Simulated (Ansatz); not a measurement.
BN: single point with PBE

**Measured values to compare with.**

A printed reference work, monograph reports, for a bulk crystal of BN at 300 K: band gap 6.4 eV (indirect).

Crystal: BN.

```
N B
1.0
     0.00000    1.81300    1.81300
     1.81300    0.00000    1.81300
     1.81300    1.81300    0.00000
N B
1 1
Direct
  0.25000 0.25000 0.25000
  0.00000 0.00000 0.00000
```

The cell is a database's computed one.

- Program: Ansatz 0.2.0
- Task: single point
- Functional: PBE
- Potentials or basis: all-electron PAW datasets made for the crystal
- Cutoff: 520 eV (chosen from the basis error)
- k mesh: 8 × 8 × 8
- Occupations: fermi-dirac, width 0.05 eV
- Spin: no spin polarisation

```yaml
Pressure: -0.4 GPa
Band_gap_on_the_k_mesh: 4.46 eV, indirect (least direct gap 8.78 eV)
```

Levels at points of the mesh, in eV from the valence-band top:
| k point | band 1 | band 2 | band 3 | band 4 | band 5 | band 6 |
| --- | --- | --- | --- | --- | --- | --- |
| (0.00, 0.00, 0.00) | -20.13 | 0.00 | 0.00 | 0.00 | 8.78 | 8.78 |
| (0.00, 0.00, -0.50) | -15.95 | -10.61 | -1.92 | -1.92 | 10.03 | 10.66 |
| (0.00, -0.50, -0.50) | -14.60 | -8.86 | -4.86 | -4.86 | 4.46 | 9.18 |

Wall time 11 s on 1 thread of Intel(R) Xeon(R) Processor @ 2.50GHz (Skylake/Cascade Lake), on a shared host, peak memory 0.37 GiB.

Measured gap of BN: 6.4 eV (indirect; 300 K; a printed reference work, monograph). This calculation gives 4.46 eV (-1.94 eV). The value is that of PBE on a finite k mesh, which can miss the band edges, without temperature or zero-point motion. Semilocal functionals fall short of measured gaps as a rule. The cell is a database's relaxed one, not the measured one, which moves gaps too.
